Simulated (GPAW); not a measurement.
# Sb in GPAW: further runs

One slab, Sb, is run at these levels: PBE; tasks: relaxation of the atoms.

Everything below comes from runs of GPAW 26.7.0. Logs are shortened: lines on timing, memory, paths and dates and some standing lists are left out, and cuts for length are marked. The log counts tension as positive stress, the text compression.

## Step 1: The cell of the first run

The cell holds a slab with vacuum, 2 atoms: a = 3.160 Å, b = 4.469 Å, c = 17.234 Å, α = 90.00°, β = 90.00°, γ = 90.00°.

The slab is cut from a database's or a generator's crystal, which needn't be the stable form of the element.

## Step 2: Relaxation of the atoms, PBE (the (1 1 0) slab of Sb, cut from the database cell, not relaxed)

File run.py:

```python
import numpy as np
from ase.io import read, write
from ase.optimize import BFGS
from gpaw import GPAW, PW

atoms = read('Sb.xyz')
atoms.pbc = (True, True, False)

calc = GPAW(mode=PW(450),
            xc='PBE',
            kpts={'size': (6, 4, 1), 'gamma': True},
            occupations={'name': 'fermi-dirac', 'width': 0.05},
            nbands=25,
            convergence={'density': 1e-05, 'energy': 1e-05},
            maxiter=150,
            poissonsolver={'dipolelayer': 'xy'},
            txt='gpaw.txt')
atoms.calc = calc
opt = BFGS(atoms, trajectory='relax.traj', logfile='-')
done = opt.run(fmax=0.02, steps=60)
calc.write('gs.gpw')
write('result.traj', atoms)
print('Converged:', done)
print('Cell:', atoms.cell.cellpar().round(4))
print('Volume:', round(atoms.get_volume(), 4))
print(atoms.get_scaled_positions().round(5))

v = calc.get_electrostatic_potential().mean(axis=(0, 1))
z = np.arange(len(v)) * atoms.cell[2, 2] / len(v)
ef = calc.get_fermi_level()
np.savetxt('planar.dat', np.c_[z, v], fmt='%.4f')
below, above = np.interp([1.5, atoms.cell[2, 2] - 1.5], z, v) - ef
print(f'Work functions: bottom {below:.4f} eV, top {above:.4f} eV')
print('Dipole moment:', *calc.get_dipole_moment().round(5), 'e A')
```

File Sb.xyz:

```xyz
2
Lattice="3.1600000000 0.0000000000 0.0000000000 0.0000000000 4.4689148571 0.0000000000 0.0000000000 0.0000000000 17.2344570000" Properties=species:S:1:pos:R:3 pbc="T T T"
Sb     0.0000000000      2.2344574285      7.4999999993
Sb     0.0000000000      0.0000000000      9.7344574281
```

Potentials or basis: GPAW PAW data sets (gpaw-data 1.2.1), pw.

Started as:

```sh
$ OMP_NUM_THREADS=1 python run.py
```

gpaw.txt:

```text
__  _  _
 | _ |_)|_||  |
 |__||  | ||/\| - 26.7.0

Input parameters:
  mode=PW(ecut=450.00000000000006),
  convergence={'density': 1e-05, 'energy': 1e-05},
  kpts=MonkhorstPack(size=(6, 4, 1), gamma=True),
  maxiter=150,
  nbands=25,
  occupations=Occupations(name='fermi-dirac', width=0.05),
  poissonsolver=PoissonSolver(dipolelayer='xy'),
  xc=XC(name='PBE')

Diagonalizing LCAO Hamiltonian
Converting LCAO to pw mode
    .-------.
   /|       |
  / |       |
 *  |       |
 |  |       |
 |  |       |
 |  |       |
 |  |       |
 |  |       |
 |  |       |
 |  |       |
 |  |       |
 Sb |       |
 |Sb|       |
 |  |       |
 |  |       |
 |  |       |
 |  |       |
 |  |       |
 |  |       |
 |  |       |
 |  .-------.
 | /       /
 |/       /
 *-------*

Atoms  # Å, Bohr magnetons
|   | symbol |        x |        y |        z |    initial magnetic moments |
|---|--------|----------|----------|----------|-----------------------------|
| 0 |     Sb | 0.000000 | 2.234457 | 7.500000 | ( 0.0000,  0.0000,  0.0000) |
| 1 |     Sb | 0.000000 | 0.000000 | 9.734457 | ( 0.0000,  0.0000,  0.0000) |

Unit cell  # Å
| periodic |        x |        y |         z |   lengths |    angles |
|----------|----------|----------|-----------|-----------|-----------|
|      yes | 3.160000 | 0.000000 |  0.000000 |  3.160000 | 90.000000 |
|      yes | 0.000000 | 4.468915 |  0.000000 |  4.468915 | 90.000000 |
|       no | 0.000000 | 0.000000 | 17.234457 | 17.234457 | 90.000000 |

Number of symmetries: 4
Symmetry operations  # r_c * U_cc + t_c -> r_c
|   | kind |            matrix            |
|---|------|------------------------------|
| 0 |  E   |  1, 0, 0,  0, 1, 0,  0, 0, 1 |
| 1 |  σ   |  1, 0, 0,  0,-1, 0,  0, 0, 1 |
| 2 |  σ   | -1, 0, 0,  0, 1, 0,  0, 0, 1 |
| 3 |  C2  | -1, 0, 0,  0,-1, 0,  0, 0, 1 |

BZ-sampling:
  Number of BZ points: 24
  Number of IBZ points: 12

  Monkhorst-Pack size: [6, 4, 1]
  Monkhorst-Pack shift: [0.08333333333333333, 0.125, 0.0]

K-points  # in reciprocal-cell coordinates
|     |                                coordinates |     weight |
|-----|--------------------------------------------|------------|
|   0 | (  0.00000000,   0.00000000,   0.00000000) | 0.04166667 |
|   1 | (  0.00000000,   0.25000000,   0.00000000) | 0.08333333 |
|   2 | (  0.00000000,   0.50000000,   0.00000000) | 0.04166667 |
|   3 | (  0.16666667,   0.00000000,   0.00000000) | 0.08333333 |
|   4 | (  0.16666667,   0.25000000,   0.00000000) | 0.16666667 |
|   5 | (  0.16666667,   0.50000000,   0.00000000) | 0.08333333 |
|   6 | (  0.33333333,   0.00000000,   0.00000000) | 0.08333333 |
|   7 | (  0.33333333,   0.25000000,   0.00000000) | 0.16666667 |
|   8 | (  0.33333333,   0.50000000,   0.00000000) | 0.08333333 |
|   9 | (  0.50000000,   0.00000000,   0.00000000) | 0.04166667 |
| ... |                                            |            |
|  11 | (  0.50000000,   0.50000000,   0.00000000) | 0.04166667 |

Plane wave coefficients: 5327
Cutoff: 450.00000000000006 eV

Spin-components: 1 (collinear spins)
Bands:           25
Projectors:      12
Spin-degeneracy: 2
Datatype:        complex128

Parallelization:
  kpt:    1
  domain: 1
  band:   1

Density:
  Valence electrons: 30.0
  Components: 1
  Grid points: [16 24 90]
  Charge: 0.0  # |e|

Potential:
  Grid points: [16 24 90]

species:
  Sb:
    name:    Antimony
    Z:       51.0
    valence: 15
    core:    36
    charge:  0.0  # [|e|]
    compensation charges:
      type: gauss
      rc: 0.36  # [Å]
      lmax: 2
    cutoffs:
      filter: 2.23  # [Å]
      core: 2.23  # [Å]
    projectors
    | kind |    occ | energy [eV] | rcut [Å] |
    |------|--------|-------------|----------|
    |   5s |  2.000 |     -12.815 |    1.154 |
    |   5p |  3.000 |      -4.830 |    1.233 |
    |   4d | 10.000 |     -33.514 |    1.196 |
    |    s |        |      14.396 |    1.154 |
    |    p |        |      22.381 |    1.233 |
    |    d |        |      -6.303 |    1.196 |

    Using partial waves for Sb as LCAO basis

Reference energy: -352563.116496  # eV

eigensolver:
  PPCG
  Converge bands: occupied
  niter=2

density mixing:
  MSR1-Mixer
  Pratt-step length: 0.05
  Maximum mixing coefficient: 0.75
  Old densities: 10
  SVD Regularization: 0.005
  Good broyden scale: 1.0
  Trust region scale: 1.0
  Backstep threshold: 4.0
  History deletion threshold: 6.0
  Fourier metric: weight=20.0, sigma=0.015

occupation numbers:
  Fermi-Dirac:
    width: 0.0500  # eV

<gpaw.new.pw.poisson.DipoleLayerPWPoissonSolver object>
xc functional:
  name: PBE with 2 nearest neighbor stencil

convergence criteria:
- Maximum integral of absolute [dens]ity change: 1e-05 electrons / valence electron
- Maximum [total energy] change in last 3 cyles: 1e-05 eV / valence electron
- Maximum integral of absolute [eigenst]ate change: 4e-08 eV^2 / valence electron
maximum number of iterations: 150

SCF iterations
|iter     | |      energy | eigst |  dens |
|---------|-|-------------|-------|-------|
|iter:   1| |   -8.059125 | +0.24 |       |
|iter:   2| |   -8.067588 | -1.95 | -1.56 |
|iter:   3| |   -8.048284 | -2.51 | -1.59 |
|iter:   4| |   -8.054648 | -2.84 | -2.07 |
|iter:   5| |   -8.055442 | -3.11 | -2.30 |
|iter:   6| |   -8.050512 | -3.63 | -2.29 |
|iter:   7| |   -8.050733 | -4.57 | -2.93 |
|iter:   8| |   -8.050741c| -5.65 | -3.83 |
|iter:   9| |   -8.050743c| -6.35 | -4.45 |
|iter:  10| |   -8.050743c| -7.29 | -5.00 |
|iter:  11| |   -8.050743c| -7.82c| -5.48c|

Converged in 11 steps
Energy contributions relative to reference atoms: (reference = -352563.116496)

Energy contributions:
  Kinetic:          -7.848213
  Coulomb:           4.258207
  Zero:              0.414519
  External:          0.000000
  Xc:               -4.871937
  Entropy:          -0.006640
  Spinorbit:         0.000000
  ----------------------------
  Free energy:      -8.054063
  Extrapolated:     -8.050743

dipole moment: (-22.848238, -16.156143, -0.000004)  # |e|*Ang

Fermi level: -1.505
Eigenvalues  # (at kpt = [0.000, 0.000, 0.000])
| band index |      eig [eV] | occ [0-2] |
|------------|---------------|-----------|
|          0 |       -30.403 |     2.000 |
|        ... |               |           |
|          6 |       -30.298 |     2.000 |
|          7 |       -30.290 |     2.000 |
|          8 |       -30.274 |     2.000 |
|          9 |       -30.272 |     2.000 |
|         10 |       -12.293 |     2.000 |
|         11 |       -10.029 |     2.000 |
[... 8 lines left out ...]
|         20 |         3.679 |     0.000 |
|         21 |         4.508 |     0.000 |
|        ... |               |           |
|         24 |         6.569 |     0.000 |

No gap
No difference between direct/indirect transitions
vacuum-level: 2.641  # V
Workfunctions: 4.147, 4.147 eV (top, bottom)

Forces  # eV/Ang
|       x |       y |        z |
|---------|---------|----------|
| 0.00000 | 0.00000 |  1.47257 |  # Sb   0
| 0.00000 | 0.00000 | -1.47264 |  # Sb   1

    .-------.
   /|       |
  / |       |
 *  |       |
 |  |       |
 |  |       |
 |  |       |
 |  |       |
 |  |       |
 |  |       |
 |  |       |
 |  |       |
 Sb |       |
 |Sb|       |
 |  |       |
 |  |       |
 |  |       |
 |  |       |
 |  |       |
 |  |       |
 |  |       |
 |  .-------.
 | /       /
 |/       /
 *-------*

Atoms  # Å, Bohr magnetons
|   | symbol |        x |        y |        z |    initial magnetic moments |
|---|--------|----------|----------|----------|-----------------------------|
| 0 |     Sb | 0.000000 | 2.234457 | 7.521037 | ( 0.0000,  0.0000,  0.0000) |
| 1 |     Sb | 0.000000 | 0.000000 | 9.713420 | ( 0.0000,  0.0000,  0.0000) |

Unit cell  # Å
| periodic |        x |        y |         z |   lengths |    angles |
|----------|----------|----------|-----------|-----------|-----------|
|      yes | 3.160000 | 0.000000 |  0.000000 |  3.160000 | 90.000000 |
|      yes | 0.000000 | 4.468915 |  0.000000 |  4.468915 | 90.000000 |
|       no | 0.000000 | 0.000000 | 17.234457 | 17.234457 | 90.000000 |
[... 228 lines left out ...]
convergence criteria:
- Maximum integral of absolute [dens]ity change: 1e-05 electrons / valence electron
- Maximum [total energy] change in last 3 cyles: 1e-05 eV / valence electron
- Maximum integral of absolute [eigenst]ate change: 4e-08 eV^2 / valence electron
maximum number of iterations: 150

SCF iterations
|iter     | |      energy | eigst |  dens |
|---------|-|-------------|-------|-------|
|iter:   1| |   -8.368262 | -1.14 |       |
|iter:   2| |   -8.359829 | -2.88 | -2.01 |
|iter:   3| |   -8.330359 | -2.37 | -2.08 |
|iter:   4| |   -8.323960 | -3.39 | -2.51 |
|iter:   5| |   -8.323122 | -4.61 | -2.98 |
|iter:   6| |   -8.323140 | -5.72 | -3.45 |
|iter:   7| |   -8.323180c| -5.54 | -3.80 |
|iter:   8| |   -8.323151c| -5.78 | -3.49 |
|iter:   9| |   -8.323150c| -7.36 | -4.55 |
|iter:  10| |   -8.323149c| -7.64c| -4.90 |
|iter:  11| |   -8.323149c| -8.00c| -5.70c|

Converged in 11 steps
Energy contributions relative to reference atoms: (reference = -352563.116496)

Energy contributions:
  Kinetic:          -2.059576
  Coulomb:          -0.452205
  Zero:              0.410597
  External:          0.000000
  Xc:               -6.218286
  Entropy:          -0.007358
  Spinorbit:         0.000000
  ----------------------------
  Free energy:      -8.326828
  Extrapolated:     -8.323149

dipole moment: (-22.852519, -16.159170, -0.000004)  # |e|*Ang

Fermi level: -1.674
Eigenvalues  # (at kpt = [0.000, 0.000, 0.000])
| band index |      eig [eV] | occ [0-2] |
|------------|---------------|-----------|
|          0 |       -30.551 |     2.000 |
|        ... |               |           |
|          7 |       -30.387 |     2.000 |
|          8 |       -30.385 |     2.000 |
|          9 |       -30.338 |     2.000 |
|         10 |       -13.028 |     2.000 |
|         11 |        -9.729 |     2.000 |
|         12 |        -4.277 |     2.000 |
[... 8 lines left out ...]
|         21 |         4.737 |     0.000 |
|         22 |         4.799 |     0.000 |
|        ... |               |           |
|         24 |         6.358 |     0.000 |

No gap
No difference between direct/indirect transitions
vacuum-level: 2.705  # V
Workfunctions: 4.378, 4.378 eV (top, bottom)

Forces  # eV/Ang
|       x |       y |        z |
|---------|---------|----------|
| 0.00000 | 0.00000 | -0.00013 |  # Sb   0
| 0.00000 | 0.00000 |  0.00001 |  # Sb   1

# Writing to gs.gpw (mode='')
```

It took 34 s on 1 thread of AMD EPYC 9R45 (Zen 5), shared host; peak memory 0.21 GiB.

What came out:

| Property | Result |
| --- | --- |
| Free energy | -8.3268 eV |
| Energy gained by relaxing | 136.2 meV/atom |
| Ionic steps | 4 |
| Band gap on the k mesh | none (metal or under the smearing width) |
| Dipole across the slab | 0.00 e·Å |
| Work function of the upper face | 4.38 eV |
| Work function of the lower face | 4.38 eV |

Step by step:
```
step  energy change (eV)  largest force (eV/Å)
   1              0.0000                1.4726
   2             -0.0594                1.3505
   3             -0.2386                0.5212
   4             -0.2724                0.0001
```

Final structure:
```xyz
2
Lattice="3.1600 0.0000 0.0000 0.0000 4.4689 0.0000 0.0000 0.0000 17.2345" Properties=species:S:1:pos:R:3 pbc="T T T"
Sb    0.0000    2.2345    7.6653
Sb    0.0000    0.0000    9.5691
```

Caveat: the cutoff is short for stress and forces, so pressures can be off by a GPa or more; later steps reuse the first step's grids. The run has no spin-orbit coupling, so splittings on Sb are missing.

## Step 3: Relaxation of the atoms, PBE (the (1 1 0) slab of Sb, cut from the database cell, not relaxed)

Changes to run.py since step 2:

```diff
@@ -12,3 +12,3 @@
             occupations={'name': 'fermi-dirac', 'width': 0.05},
-            nbands=25,
+            nbands=36,
             convergence={'density': 1e-05, 'energy': 1e-05},
```

File Sb.xyz:

```xyz
3
Lattice="3.1600000000 0.0000000000 0.0000000000 0.0000000000 4.4689148571 0.0000000000 0.0000000000 0.0000000000 19.4689150000" Properties=species:S:1:pos:R:3 pbc="T T T"
Sb     0.0000000000      2.2344574285      7.4999999997
Sb     0.0000000000      0.0000000000      9.7344574280
Sb     0.0000000000      2.2344574285     11.9689148563
```

Potentials or basis: GPAW PAW data sets (gpaw-data 1.2.1), pw.

Started as:

```sh
$ OMP_NUM_THREADS=1 python run.py
```

Wall time 49 s (1 thread of AMD EPYC 9R45 (Zen 5), shared host); peak memory 0.24 GiB.

Results (log left out):

| Item | Value |
| --- | --- |
| Free energy | -12.2155 eV |
| Energy gained by relaxing | 16.9 meV/atom |
| Ionic steps | 4 |
| Largest force after relaxing | 0.004 eV/Å |
| Band gap on the k mesh | none (metal or under the smearing width) |
| Dipole across the slab | 0.00 e·Å |
| Work function of the upper face | 4.53 eV |
| Work function of the lower face | 4.53 eV |

Forces on the atoms (eV/Å):
```
Sb   0.000  0.000  0.004
Sb   0.000  0.000  0.000
Sb   0.000  0.000 -0.004
```

Step by step:
| step | energy change (eV) | largest force (eV/Å) |
| --- | --- | --- |
| 1 | 0.0000 | 0.4219 |
| 2 | -0.0050 | 0.4023 |
| 3 | -0.0500 | 0.0678 |
| 4 | -0.0508 | 0.0040 |

Final structure:
```
CELL_PARAMETERS angstrom
3.16000 0.00000 0.00000
0.00000 4.46891 0.00000
0.00000 0.00000 19.46891
ATOMIC_POSITIONS crystal
Sb 0.00000 0.50000 0.39100
Sb 0.00000 0.00000 0.50000
Sb 0.00000 0.50000 0.60900
```

Levels at points of the mesh, in eV from the Fermi level:
| k point | band 20 | band 21 | band 22 | band 23 | band 24 | band 25 |
| --- | --- | --- | --- | --- | --- | --- |
| (0.00, 0.00, 0.00) | -2.41 | -1.22 | -0.70 | 0.96 | 2.06 | 3.48 |
| (0.00, 0.50, 0.00) | -3.81 | -1.27 | -0.90 | 2.04 | 2.83 | 4.71 |
| (0.50, 0.00, 0.00) | -3.31 | -1.85 | -1.11 | -0.48 | 1.00 | 1.14 |
| (0.50, 0.50, 0.00) | -3.29 | -2.98 | -2.43 | -1.81 | 0.96 | 1.05 |

Caveat: the cutoff is short for stress and forces, so pressures can be off by a GPa or more; later steps reuse the first step's grids. The run has no spin-orbit coupling, so splittings on Sb are missing.
